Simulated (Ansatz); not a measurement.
# MnO (Fm-3m) in Ansatz: notebook, part 2 of 2

Ansatz 0.2.0.

## (4) Relaxation of cell and atoms, PBE+U, collinear spin, ferromagnetic start

File input.yaml:

```yaml
crystal:
  lattice:
    - [0.0, 2.22200033, 2.22200033]
    - [2.22200033, 0.0, 2.22200033]
    - [2.22200033, 2.22200033, 0.0]
  atoms:
    - { symbol: Mn, position: [0.0, 0.0, 0.0], spin: 4.0 }
    - { symbol: O, position: [0.5, 0.5, 0.5] }
hamiltonian:
  xc: pbe
  pseudopotentials: { kind: paw }
  hubbard: { sites: [{ species: Mn, l: d, u_eff: 5.0 }] }
magnetization:
  spin_polarized: true
kpoints:
  mp_grid: { grid: [7, 7, 7] }
scf:
  occupations: { method: fermi_dirac, width: 0.05 }
output:
  forces: true
  stress: true
  eigenvalues: true
relax:
  f_tol: 0.01
  max_steps: 40
  cell: { stress_tol: 0.05 }
```

Potentials or basis: Ansatz PAW.

Launch:

```bash
> ansatz run input.yaml --threads 2 --pin off --max-ram 5632MiB --backend cpu --events-out ev --progress --plain --runs-dir out
```

What it wrote:

```text
Warning: RAYON_NUM_THREADS=2 ignored (pool sized by the plan → 2); use --threads N
Mn: projections on atomic orbitals take those of the free atom [Ne] 3s2 3p6 3d5 4s2, of charge +0.00 (hamiltonian.pseudopotentials.projection_atoms); the dataset's partial waves leave at most 9.0e-7 of an orbital's norm unspanned inside its sphere
O: projections on atomic orbitals take those of the free atom [He] 2s2 2p4, of charge +0.00 (hamiltonian.pseudopotentials.projection_atoms); the dataset's partial waves leave at most 1.9e-8 of an orbital's norm unspanned inside its sphere
Engine: ansatz 0.2.0, x86_64-unknown-linux-gnu
Pseudopotentials: kind: paw
Pseudopotential: Mn, paw, valence charge 15, recommended cutoff 420 eV (normal), Mn.paw.azcp
Pseudopotential: O, paw, valence charge 6, recommended cutoff 420 eV (normal), O.paw.azcp
Functional definition: PBE
  parameter kappa = 0.804
  parameter beta = 0.06672455060314922
[... 206 lines left out ...]
        0.032518      -0.000000      -0.000000
       -0.000000       0.032518      -0.000000
       -0.000000      -0.000000       0.032518
  P = ⅓ Tr σ = 0.0325 GPa (0.325 kbar)
--- Band table (eV; the first three rows and the last of 40) ---
  k-point 0 ↑: bands = ["-69.7602", "-38.4925", "-38.4925", "-38.4925", "-7.1112", "6.3089", "6.3089", "6.3089", "6.7841", "6.7841", "9.2009", "9.2009", "9.2009", "11.5006", "25.9536", "27.8891", "27.8891"]
  k-point 1 ↑: bands = ["-69.7595", "-38.5014", "-38.4937", "-38.4937", "-6.9563", "5.9763", "6.1893", "6.1893", "6.5687", "6.5687", "8.3639", "9.7464", "9.7464", "12.8370", "23.8486", "27.0253", "27.0253"]
  k-point 2 ↑: bands = ["-69.7582", "-38.5212", "-38.4964", "-38.4964", "-6.5844", "4.8700", "5.5379", "5.5379", "6.8144", "6.8144", "8.0989", "10.6535", "10.6535", "14.6240", "21.1482", "25.0678", "25.0678"]
  k-point 19 ↓: bands = ["-64.6683", "-33.5382", "-33.5355", "-33.5179", "-5.8111", "7.1554", "7.1881", "8.1060", "15.4783", "16.0802", "16.3734", "16.8620", "16.9668", "20.6879", "21.3878", "21.4616", "24.9853"]
--- Relaxed structure (5 steps of the walk, 5 accepted, 2 SCFs on fresh bases) ---
  F+E_penalty+E_count = -4465.43812655 eV   max|allowed force component| = 9.795e-30 eV/Å   (the final SCF, on the basis selected at the relaxed cell)
  cell:  # Å, volume = 23.4653 Å³
    - [-2.1559814799151453e-33, 2.272297768796372, 2.272297768796372]
    - [2.272297768796372, -2.019038979538679e-33, 2.272297768796372]
    - [2.272297768796372, 2.272297768796372, -5.318294559334772e-34]
  atoms:
    - { symbol: Mn, position: [1.5800221751044462e-36, -1.354304721519968e-36, -1.3543047215199426e-36] }
    - { symbol: O, position: [0.5, 0.5, 0.5] }
```

occupation_matrices:

```text
# The occupation matrices of the corrected shells as a run of Ansatz 0.0.0 ended. An entry of
# hamiltonian.hubbard.sites starts from them by `starting_ns: <path of this file>`, where that key's refused
# combinations let it.
# Free energy -4465.438127 eV.
[... 24 lines left out ...]
  site0_d_down:
    matrix:
      - [0.07608532511229385, 4.600105398984802e-20, -1.8660037908274698e-19, -1.152475330342789e-18, -2.875327725986935e-19]
      - [4.600105398984802e-20, 0.024606920937969616, 5.777892945831627e-20, 1.8606261217362415e-19, 6.564692726203799e-19]
      - [-2.6791554201915984e-19, 5.777892945831627e-20, 0.02460692093796962, -5.784064702023358e-19, -2.0117071878532007e-20]
      - [-3.1650256130190068e-18, 7.76423949250737e-20, -5.784064702023358e-19, 0.07608532511229384, 1.4279331970493258e-19]
      - [2.003582050197835e-19, 6.564692726203799e-19, -2.0117071878532007e-20, 1.0298277118398048e-19, 0.024606920937969613]
```

It took 7.5 s on 2 threads of Intel Xeon Platinum 8488C (Sapphire Rapids), shared host; peak memory 0.38 GiB.

Results:

```
Free energy                            : -4465.4381 eV
Relaxed volume                         : 11.73 Å³/atom
Relaxed cell                           : a = 3.214 Å, b = 3.214 Å, c = 3.214 Å, α = 60.00°, β = 60.00°, γ = 60.00°
Space group after relaxing (to 0.05 Å) : Fm-3m (No. 225)
Energy gained by relaxing              : 24.3 meV/atom
Ionic steps                            : 8
Pressure after relaxing                : 0.0 GPa
Band gap on the k mesh                 : 0.24 eV, indirect (least direct gap 2.07 eV)
Net moment                             : 5.00 μB per cell
Absolute moment                        : 5.00 μB per cell
Site moments                           : Mn +4.35; O +0.14 μB
```

The path:
| step | energy change (eV) | largest force (eV/Å) | volume (Å³) |
| --- | --- | --- | --- |
| 1 | 0.0000 | 0.0000 | 21.94 |
| 2 | -0.0399 | 0.0000 | 23.05 |
| 3 | -0.0411 | 0.0000 | 23.36 |
| 4 | -0.0410 | 0.0000 | 23.39 |
| 5 | -0.0483 | 0.0000 | 23.39 |
| 6 | -0.0482 | 0.0000 | 23.47 |
| 7 | -0.0485 | 0.0000 | 23.47 |
| 8 | -0.0485 | 0.0000 | 23.47 |

Final structure:
```
CELL_PARAMETERS angstrom
0.00000 2.27230 2.27230
2.27230 0.00000 2.27230
2.27230 2.27230 0.00000
ATOMIC_POSITIONS crystal
Mn 0.00000 0.00000 0.00000
O 0.50000 0.50000 0.50000
```

Eigenvalues of the final occupation matrices:
| site | spin | trace | eigenvalues |
| --- | --- | --- | --- |
| site 1 | 1 | 4.99 | 1.00 1.00 1.00 1.00 1.00 |
| site 1 | 2 | 0.23 | 0.02 0.02 0.02 0.08 0.08 |

Caveat: the magnetic or orbital state may not be the lowest; odd divisions of the mesh miss points on the zone boundary, where band edges often lie, so the gap on the mesh can be too wide; the plane-wave basis is chosen anew once the cell has moved, so the energies of steps on either side of that aren't comparable; the pressure holds a Pulay correction of +0.6 GPa for the finite cutoff; a cell with one magnetic atom can't hold antiferromagnetic order, which such compounds often take.

## (5) Summary

```csv
U,gap on the mesh (eV),pressure (GPa),moment (μB),relaxed volume (Å³/atom)
Mn d U = 3 eV,none,0.0,5.00,11.57
Mn d U = 4 eV,none,0.0,5.00,11.65
Mn d U = 5 eV,0.24,0.0,5.00,11.73
```

Alike in all rows: task relaxation of cell and atoms; level PBE+U; potentials or basis Ansatz PAW; spin collinear, ferromagnetic start; cell relaxed; k mesh 7 × 7 × 7; cutoff (eV) 420; smearing fermi-dirac 0.05 eV.

Caveats: the magnetic or orbital state may not be the lowest; the plane-wave basis is chosen anew once the cell has moved, so the energies of steps on either side of that aren't comparable; a cell with one magnetic atom can't hold antiferromagnetic order, which such compounds often take; odd divisions of the mesh miss points on the zone boundary, where band edges often lie, so the gap on the mesh can be too wide (some runs).

Absolute energies hang on the potentials; compare differences alone.
